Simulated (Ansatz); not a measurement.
This log comes from Ansatz, run on SrTiO3 (cubic perovskite). The starting cell was estimated from covalent radii.

The cell given to it:
```
CELL_PARAMETERS angstrom
4.33635 0.00000 0.00000
0.00000 4.33635 0.00000
0.00000 0.00000 4.33635
ATOMIC_POSITIONS crystal
Sr 0.00000 0.00000 0.00000
Ti 0.50000 0.50000 0.50000
O 0.50000 0.50000 0.00000
O 0.50000 0.00000 0.50000
O 0.00000 0.50000 0.50000
```

Main lines of the log:
```
Pseudopotential: Sr, paw, valence charge 10, recommended cutoff 420 eV
Pseudopotential: Ti, paw, valence charge 12, recommended cutoff 420 eV
Pseudopotential: O, paw, valence charge 6, recommended cutoff 420 eV
Crystal: 5 atoms, lattice volume = 81.540 Å³
Basis set: ecut = 420 eV, 1575 PW (Γ)
Bands: 25, of which v1, the nominal top of the filled ones, is band 20 counted from 1 (19 counted from 0)
Symmetry: 48 space group operations
Space group: Pm-3m (ITA 221)
k-points: 20 of 216
preconditioner: auto → Resta (q_TF=auto, 2.423 Å⁻¹)  ε∞=5.8  [insulator: Δε(μ)=1.243 eV  σ=0.020 eV  ℏωp=22.5 eV]
relax step 1: F+E_penalty+E_count = -7752.32006008 eV  P = -25.946 GPa  Ω = 81.540 Å³
relax step 2: F+E_penalty+E_count = -7753.93102493 eV  P = -17.070 GPa  Ω = 70.187 Å³
relax step 3: F+E_penalty+E_count = -7754.49302967 eV  P = +3.673 GPa  Ω = 59.940 Å³
relax step 4: F+E_penalty+E_count = -7754.50181311 eV  P = -0.439 GPa  Ω = 61.364 Å³
relax step 5: F+E_penalty+E_count = -7754.50261200 eV  P = -0.005 GPa  Ω = 61.205 Å³
relax step 6: F+E_penalty+E_count = -7754.48656678 eV  P = -0.570 GPa  Ω = 61.205 Å³  (SCF on a basis re-selected at this cell)
relax step 7: F+E_penalty+E_count = -7754.48764913 eV  P = +0.023 GPa  Ω = 60.997 Å³
relax step 8: F+E_penalty+E_count = -7754.48704788 eV  P = +0.006 GPa  Ω = 60.997 Å³  (SCF on a basis re-selected at this cell)
Free energy (F): -7754.487048 eV
Fermi energy:    10.582921 eV
--- Per-component energies (eV) ---
  E_band       = -218.269473
  E_kinetic    = 1045.748127
  E_local      = -2414.602699
  E_nonlocal   = 347.836739
  E_hartree    = 844.073009
  E_xc         = -495.949750
  E_vxc        = -571.536161
  E_paw        = -4213.382047
  E_vpaw       = -313.868829
  E_ewald      = -2868.217900
--- Stress (GPa, compression-positive) ---
        0.006429       0.000000       0.000000
        0.000000       0.006429       0.000000
        0.000000       0.000000       0.006429
  P = ⅓ Tr σ = 0.0064 GPa (0.064 kbar)
--- Relaxed structure (6 steps of the walk, 6 accepted, 2 SCFs on fresh bases) ---
  F+E_penalty+E_count = -7754.48704788 eV
  cell:  # Å, volume = 60.9968 Å³
    - [3.936429, 0.000000, 0.000000]
    - [0.000000, 3.936429, 0.000000]
    - [0.000000, 0.000000, 3.936429]
  atoms:
    - { symbol: Sr, position: [0.000000, 0.000000, 0.000000] }
    - { symbol: Ti, position: [0.500000, 0.500000, 0.500000] }
    - { symbol: O, position: [0.500000, 0.500000, 0.000000] }
    - { symbol: O, position: [0.500000, 0.000000, 0.500000] }
    - { symbol: O, position: [0.000000, 0.500000, 0.500000] }
```

Question: Which of these blocks stood in the input: relax, gw, phonons, dielectric, magnetization (spin_orbit)?

Answer: relax. The relax steps with a changing cell volume need the relax block with cell.

Question: Which k mesh was typed?

Answer: 6×6×6, Γ-centred.

Question: How were the bands filled?

Answer: With smearing of width σ = 0.02 eV (Fermi-Dirac in this run).

Question: Which functional?

Answer: PBE. The lines shown narrow the functional down without fixing it; this is the one that was run.

Command: `ansatz run input.yaml --threads 2 --pin off --max-ram 29491MiB --backend cpu --events-out ev --progress --plain --runs-dir out`. Wall time 10 s on 2 threads of AMD EPYC 7R13 Processor (Zen 3) (shared host), load about 1.5 per core; peak host memory 0.52 GiB.

The values are computed, spin-unpolarised, and not measurements.
